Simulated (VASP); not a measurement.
# Si (Fd-3m) in VASP: further runs

One crystal, Si, is run at these levels: r2SCAN; tasks: relaxation of the atoms.

All numbers are computed with VASP 6.6.1; they aren't measurements. Logs are shortened: lines on timing, memory, paths and dates and some standing lists are left out, and cuts for length are marked.

### Step 1. Starting point

The structure is cubic, space group Fd-3m (No. 227). Conventional cell: a = 5.440 Å, b = 5.440 Å, c = 5.440 Å, α = 90.00°, β = 90.00°, γ = 90.00°. Around Si (site symmetry -43m) lie 4 Si at 2.36 Å.

### Step 2. Relaxation of the atoms, r2SCAN (a relaxed cell with its volume scaled by 0.96)

Contents of INCAR:

```
PREC = Accurate
ENCUT = 600
EDIFF = 1E-7
ISMEAR = 0
SIGMA = 0.03
LREAL = F
LASPH = T
NELM = 80
ALGO = Normal
ISIF = 2
LWAVE = F
LCHARG = F
METAGGA = R2SCAN
LMIXTAU = T
IBRION = 2
NSW = 40
EDIFFG = -0.01
```

Contents of KPOINTS:

```
regular mesh
0
Gamma
  10 10 10
```

Contents of POSCAR:

```
Si                                      
1.0
    0.0000000000      2.6830390194      2.6830390194
    2.6830390194      0.0000000000      2.6830390194
    2.6830390194      2.6830390194      0.0000000000
  Si            
     2
Direct
     0.7500000000000000    0.7500000000000000    0.7500000000000000
     0.5000000000000000    0.5000000000000000    0.5000000000000000
```

Potentials or basis: VASP PAW PBE potentials, release 64 (Si).

Command:

```console
$ cat potpaw_PBE.64/Si/POTCAR > POTCAR
$ mpirun -np 1 vasp_std > vasp.out
```

OUTCAR:

```text
PREC = Accurate
   ENCUT = 600
   EDIFF = 1E-7
   ISMEAR = 0
   LREAL = F
   LASPH = T
   NELM = 80
   ISIF = 2
   METAGGA = R2SCAN
   IBRION = 2
   NSW = 40
   EDIFFG = -0.01

 ion  position               nearest neighbor table
   1  0.750  0.750  0.750-   2 2.32   2 2.32   2 2.32   2 2.32
   2  0.500  0.500  0.500-   1 2.32   1 2.32   1 2.32   1 2.32

  LATTYP: Found a face centered cubic cell.
 ALAT       =     5.3660780388

  Lattice vectors:

 A1 = (   0.0000000000,   2.6830390194,   2.6830390194)
 A2 = (   2.6830390194,   0.0000000000,   2.6830390194)
 A3 = (   2.6830390194,   2.6830390194,   0.0000000000)

Analysis of symmetry for initial positions (statically):
=====================================================================
 Subroutine PRICEL returns:
 Original cell was already a primitive cell.

 Routine SETGRP: Setting up the symmetry group for a
 face centered cubic supercell.

 Subroutine GETGRP returns: Found 48 space group operations
 (whereof 24 operations were pure point group operations)
 out of a pool of 48 trial point group operations.

The static configuration has the point symmetry T_d .
 The point group associated with its full space group is O_h .

Analysis of symmetry for dynamics (positions and initial velocities):
=====================================================================
 Subroutine PRICEL returns:
 Original cell was already a primitive cell.

 Routine SETGRP: Setting up the symmetry group for a
 face centered cubic supercell.

 Subroutine GETGRP returns: Found 48 space group operations
 (whereof 24 operations were pure point group operations)
 out of a pool of 48 trial point group operations.

The dynamic configuration has the point symmetry T_d .
 The point group associated with its full space group is O_h .

 Subroutine INISYM returns: Found 48 space group operations
 (whereof 24 operations are pure point group operations),
 and found     1 'primitive' translations

----------------------------------------------------------------------------------------

                                     Primitive cell

  volume of cell :      38.6288

  direct lattice vectors                    reciprocal lattice vectors
     0.000000000  2.683039019  2.683039019    -0.186355844  0.186355844  0.186355844
     2.683039019  0.000000000  2.683039019     0.186355844 -0.186355844  0.186355844
     2.683039019  2.683039019  0.000000000     0.186355844  0.186355844 -0.186355844
[... 84 lines left out ...]
   EDIFF  = 0.1E-06   stopping-criterion for ELM
   LREAL  =      F    real-space projection
   EDIFFG = -.1E-01   stopping-criterion for IOM
   NSW    =     40    number of steps for IOM
   IBRION =      2    ionic relax: 0-MD 1-quasi-New 2-CG
   NFREE  =      1    steps in history (QN), initial steepest desc. (CG)
   ISIF   =      2    stress and relaxation
   ISYM   =      2    0-nonsym 1-usesym 2-fastsym
   POTIM  = 0.5000    time-step for ionic-motion
   TEBEG  =    0.0;   TEEND  =   0.0 temperature during run
   PSTRESS=    0.0 pullay stress
   NELECT =       8.0000    total number of electrons
   NUPDOWN=      -1.0000    fix difference up-down
   EMIN   =  10.00;   EMAX   =-10.00  energy-range for DOS
   EFERMI =   0.00;   METHOD = LEGACY
   ISMEAR =     0;   SIGMA  =   0.03  broadening in eV -4-tet -1-fermi 0-gaus
   EFERMI_NEDOS =   21; number of points for ismear=-14 and -15
   IALGO  =     38    algorithm
   IMIX   =      4    mixing-type and parameters
     AMIX     =   0.40;   BMIX     =  1.00
     AMIX_MAG =   1.60;   BMIX_MAG =  1.00
  volume/ion in A,a.u.               =      19.31       130.34
  Fermi-wavevector in a.u.,A,eV,Ry     =   0.968578  1.830347 12.764210  0.938143
  Thomas-Fermi vector in A             =   2.098559
   LORBIT       =      0    0 simple, 1 ext, 2 COOP (PROOUT), +10 PAW based schemes
   METAGGA = R2SCAN    functional components
   LHFCALC =     F    Hartree Fock is set to
   AEXX    =    0.0000 exact exchange contribution
   IVDW    =     0    specifies the selected vdW correction
   LEPSILON=     F    determine dielectric tensor
   LRPA    =     F    only Hartree local field effects (RPA)
 conjugate gradient relaxation of ions
 non-spin polarized calculation
 Gauss-broadening in eV      SIGMA  =   0.03
  energy-cutoff  :      600.00
  volume of cell :       38.63
 maximum number of plane-waves:      1308
   NGX = 15   NGY = 15   NGZ = 15

 number of electron       7.9999999 magnetization

 Free energy of the ion-electron system (eV)
  ---------------------------------------------------
  ext. energy  EPLUGINS =         0.00000000
  ---------------------------------------------------
  free energy    TOTEN  =       -17.52847758 eV

  energy without entropy =      -17.52847758  energy(sigma->0) =      -17.52847758

 E-fermi :   6.2945     XC(G=0):  -9.9990

 val. band max:        6.1100431181   @ k =   0.0000   0.0000   0.0000
 cond. band min:       6.8288123156   @ k =   0.4000   0.4000   0.0000
 fundamental gap:      0.7187691975
 Fermi energy:         6.2945029379

 k-point     1 :       0.0000    0.0000    0.0000
  band No.  band energies     occupation
      1      -6.6764      2.00000
      2       6.1100      2.00000
      3       6.1100      2.00000
      4       6.1100      2.00000
      5       8.8840      0.00000
      6       8.8840      0.00000
      7       8.8840      0.00000
      8      10.5493      0.00000
[... 243 lines left out ...]
 k-point    24 :       0.4000    0.3000    0.0000
  band No.  band energies     occupation
      1      -4.3277      2.00000
      2       0.4327      2.00000
      3       3.0084      2.00000
      4       3.4525      2.00000
      5       7.3257      0.00000
      6       8.5880      0.00000
      7      13.7689      0.00000
      8      13.7983      0.00000

 [... further k-points ...]
[... 5 lines left out ...]
  --------------------------------------------------------------------------------------
  -------------------------------------------------------------------------------------
  Total        1.0494986      1.0494986      1.0494986      0.0000000      0.0000000     -0.0000000
  in kB       43.5292795     43.5292795     43.5292795      0.0000000      0.0000000     -0.0000000
  external PRESSURE =      43.5292795 kB  Pullay stress =       0.0000000 kB

 VOLUME and BASIS-vectors are now :
 -----------------------------------------------------------------------------
  energy-cutoff  :      600.00
  volume of cell :       38.63
      direct lattice vectors                 reciprocal lattice vectors
     0.000000000  2.683039019  2.683039019    -0.186355844  0.186355844  0.186355844
     2.683039019  0.000000000  2.683039019     0.186355844 -0.186355844  0.186355844
     2.683039019  2.683039019  0.000000000     0.186355844  0.186355844 -0.186355844

 POSITION                                       TOTAL-FORCE (eV/Angst)
 -----------------------------------------------------------------------------------
      4.02456      4.02456      4.02456        -0.000000     -0.000000     -0.000000
      2.68304      2.68304      2.68304         0.000000      0.000000      0.000000
 -----------------------------------------------------------------------------------
    total drift:                                0.000000     -0.000000     -0.000000

  FREE ENERGIE OF THE ION-ELECTRON SYSTEM (eV)
  ---------------------------------------------------
  free  energy   TOTEN  =       -17.5284775771 eV

  energy  without entropy=      -17.5284775771  energy(sigma->0) =      -17.52847758

 reached required accuracy - stopping structural energy minimisation
```

CONTCAR:

```text
Si
   1.00000000000000
     0.0000000000000000    2.6830390193999998    2.6830390193999998
     2.6830390193999998    0.0000000000000000    2.6830390193999998
     2.6830390193999998    2.6830390193999998    0.0000000000000000
  Si
     2
Direct
     0.7500000000000000    0.7500000000000000    0.7500000000000000
     0.5000000000000000    0.5000000000000000    0.5000000000000000

  0.00000000E+00  0.00000000E+00  0.00000000E+00
  0.00000000E+00  0.00000000E+00  0.00000000E+00
```

Wall time 58 s (1 thread of Intel Xeon Platinum 8488C (Sapphire Rapids), shared host); peak memory 0.16 GiB.

What came out:

| Quantity | Value |
| --- | --- |
| Free energy | -17.5285 eV |
| Pressure after relaxing | 4.4 GPa |
| Band gap on the k mesh | 0.72 eV, indirect (least direct gap 2.77 eV) |

Final structure:
```cif
data_structure
_symmetry_space_group_name_H-M 'P 1'
_symmetry_Int_Tables_number 1
_cell_length_a 3.7944
_cell_length_b 3.7944
_cell_length_c 3.7944
_cell_angle_alpha 60.000
_cell_angle_beta 60.000
_cell_angle_gamma 60.000
_cell_volume 38.63
loop_
_atom_site_label
_atom_site_type_symbol
_atom_site_fract_x
_atom_site_fract_y
_atom_site_fract_z
_atom_site_occupancy
Si1 Si 0.75000 0.75000 0.75000 1
Si2 Si 0.50000 0.50000 0.50000 1
```

Caveat: the relaxation stopped at its first step, so nothing moved; the PAW data sets were made with another functional, which shifts forces and pressure a little. A k mesh can miss the band edges.

### Step 3. Relaxation of the atoms, r2SCAN (a relaxed cell with its volume scaled by 0.98)

INCAR is that of step 2.

KPOINTS is that of step 2.

Contents of POSCAR:

```
Si                                      
1.0
    0.0000000000      2.7015433215      2.7015433215
    2.7015433215      0.0000000000      2.7015433215
    2.7015433215      2.7015433215      0.0000000000
  Si            
     2
Direct
     0.7500000000000000    0.7500000000000000    0.7500000000000000
     0.5000000000000000    0.5000000000000000    0.5000000000000000
```

Potentials or basis: VASP PAW PBE potentials, release 64 (Si).

Command:

```console
$ cat potpaw_PBE.64/Si/POTCAR > POTCAR
$ mpirun -np 1 vasp_std > vasp.out
```

It took 42 s on 1 thread of Intel Xeon Platinum 8488C (Sapphire Rapids), shared host; peak memory 0.18 GiB.

It converged, with:

```
Free energy             : -17.5445 eV
Pressure after relaxing : 2.1 GPa
Band gap on the k mesh  : 0.75 eV, indirect (least direct gap 2.77 eV)
```

Final structure:
```xyz
2
Lattice="0.0000 2.7015 2.7015 2.7015 0.0000 2.7015 2.7015 2.7015 0.0000" Properties=species:S:1:pos:R:3 pbc="T T T"
Si    4.0523    4.0523    4.0523
Si    2.7015    2.7015    2.7015
```

Levels at points of the mesh, in eV from the valence-band top:
| k point | band 1 | band 2 | band 3 | band 4 | band 5 | band 6 | band 7 | band 8 |
| --- | --- | --- | --- | --- | --- | --- | --- | --- |
| (0.00, 0.00, 0.00) | -12.64 | 0.00 | 0.00 | 0.00 | 2.77 | 2.77 | 2.77 | 4.18 |
| (0.50, 0.00, 0.00) | -10.14 | -7.34 | -1.29 | -1.29 | 1.94 | 3.58 | 3.58 | 8.37 |
| (0.50, 0.50, 0.00) | -8.21 | -8.21 | -3.05 | -3.05 | 0.89 | 0.89 | 11.02 | 11.02 |

Caveat: the relaxation stopped at its first step, so nothing moved; the PAW data sets were made with another functional, which shifts forces and pressure a little.

### Step 4. Relaxation of the atoms, r2SCAN

INCAR is that of step 3.

KPOINTS is that of step 3.

Contents of POSCAR:

```
Si                                      
1.0
    0.0000000000      2.7197975463      2.7197975463
    2.7197975463      0.0000000000      2.7197975463
    2.7197975463      2.7197975463      0.0000000000
  Si            
     2
Direct
     0.7500000000000000    0.7500000000000000    0.7500000000000000
     0.5000000000000000    0.5000000000000000    0.5000000000000000
```

Command:

```console
$ cat potpaw_PBE.64/Si/POTCAR > POTCAR
$ mpirun -np 1 vasp_std > vasp.out
```

Wall time 40 s (1 thread of Intel Xeon Platinum 8488C (Sapphire Rapids), shared host); peak memory 0.18 GiB.

The run converged. Its results:

```
Free energy             : -17.5496 eV
Pressure after relaxing : 0.0 GPa
Band gap on the k mesh  : 0.79 eV, indirect (least direct gap 2.76 eV)
```

Final structure:
```
Si
1.0
     0.00000    2.71980    2.71980
     2.71980    0.00000    2.71980
     2.71980    2.71980    0.00000
Si
2
Direct
  0.75000 0.75000 0.75000
  0.50000 0.50000 0.50000
```

Levels at points of the mesh, in eV from the valence-band top:
| k point | band 1 | band 2 | band 3 | band 4 | band 5 | band 6 | band 7 | band 8 |
| --- | --- | --- | --- | --- | --- | --- | --- | --- |
| (0.00, 0.00, 0.00) | -12.49 | 0.00 | 0.00 | 0.00 | 2.76 | 2.76 | 2.76 | 3.93 |
| (0.50, 0.00, 0.00) | -10.05 | -7.24 | -1.27 | -1.27 | 1.87 | 3.59 | 3.59 | 8.33 |
| (0.50, 0.50, 0.00) | -8.14 | -8.14 | -3.00 | -3.00 | 0.93 | 0.93 | 10.84 | 10.84 |

Caveat: the relaxation stopped at its first step, so nothing moved; the PAW data sets were made with another functional, which shifts forces and pressure a little. r2SCAN opens gaps a little over a GGA but as a rule still falls short of measured ones.

### Step 5. Relaxation of the atoms, r2SCAN (a relaxed cell with its volume scaled by 1.02)

INCAR is that of step 4.

KPOINTS is that of step 4.

Contents of POSCAR:

```
Si                                      
1.0
    0.0000000000      2.7378099755      2.7378099755
    2.7378099755      0.0000000000      2.7378099755
    2.7378099755      2.7378099755      0.0000000000
  Si            
     2
Direct
     0.7500000000000000    0.7500000000000000    0.7500000000000000
     0.5000000000000000    0.5000000000000000    0.5000000000000000
```

Command:

```console
$ cat potpaw_PBE.64/Si/POTCAR > POTCAR
$ mpirun -np 1 vasp_std > vasp.out
```

Wall time 43 s (1 thread of Intel Xeon Platinum 8488C (Sapphire Rapids), shared host); peak memory 0.17 GiB.

It converged, with:

| Item | Value |
| --- | --- |
| Free energy | -17.5449 eV |
| Pressure after relaxing | -1.8 GPa |
| Band gap on the k mesh | 0.82 eV, indirect (least direct gap 2.75 eV) |

Final structure:
```yaml
crystal:
  lattice:
    - [0.00000, 2.73781, 2.73781]
    - [2.73781, 0.00000, 2.73781]
    - [2.73781, 2.73781, 0.00000]
  atoms:
    - { symbol: Si, position: [0.75000, 0.75000, 0.75000] }
    - { symbol: Si, position: [0.50000, 0.50000, 0.50000] }
```

Levels at points of the mesh, in eV from the valence-band top:
| k point | band 1 | band 2 | band 3 | band 4 | band 5 | band 6 | band 7 | band 8 |
| --- | --- | --- | --- | --- | --- | --- | --- | --- |
| (0.00, 0.00, 0.00) | -12.35 | 0.00 | 0.00 | 0.00 | 2.75 | 2.75 | 2.75 | 3.69 |
| (0.50, 0.00, 0.00) | -9.96 | -7.15 | -1.25 | -1.25 | 1.79 | 3.60 | 3.60 | 8.30 |
| (0.50, 0.50, 0.00) | -8.08 | -8.08 | -2.94 | -2.94 | 0.97 | 0.97 | 10.66 | 10.66 |

Caveat: the relaxation stopped at its first step, so nothing moved; the PAW data sets were made with another functional, which shifts forces and pressure a little.

### Step 6. Overview

```csv
cell,gap on the mesh (eV),pressure (GPa)
atoms relaxed from: a relaxed cell with its volume scaled by 0.96,0.72,4.4
atoms relaxed from: a relaxed cell with its volume scaled by 0.98,0.75,2.1
atoms relaxed,0.79,0.0
atoms relaxed from: a relaxed cell with its volume scaled by 1.02,0.82,-1.8
```

Alike in all rows: task relaxation of the atoms; level r2SCAN; potentials or basis VASP PAW PBE potentials, release 64 (Si); no spin polarisation; k mesh 10 × 10 × 10; cutoff (eV) 600; smearing gaussian 0.03 eV.

Caveats: the relaxation stopped at its first step, so nothing moved; the PAW data sets were made with another functional, which shifts forces and pressure a little.

Total energies depend on the potentials used, so only differences within one code and one set of settings carry meaning.
